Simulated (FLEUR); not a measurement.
The system is SnSe2.

```
Sn Se
1.0
     3.81100    0.00000    0.00000
    -1.90550    3.30042    0.00000
     0.00000    0.00000    6.13600
Sn Se
1 2
Cartesian
  0.0000 0.0000 0.0000
  1.9055 1.1001 4.6081
  0.0000 2.2003 1.5279
```

Base run:

| Property | Result |
| --- | --- |
| Program | FLEUR MaX-R8.1 (later development tree) |
| Functional | BH |
| Potentials or basis | all-electron |
| Basis | FLAPW |
| Kmax | 4.3 1/bohr |
| k mesh | 8 × 8 × 5 |
| Occupations | fermi-dirac, width 0.05 eV |
| Spin | no spin polarisation |

Its results: band gap on the k mesh 0.68 eV, indirect (least direct gap 0.89 eV).

Task: The run is repeated on the same cell with these changes: functional from BH to PBEsol. What comes out?

Result: Band gap on the k mesh 0.74 eV, indirect (least direct gap 1.01 eV).

Caveats: spin-orbit coupling is left out, which moves the levels of the heavy elements.

A k mesh can miss the band edges.

Not every run made on this cell is shown here.
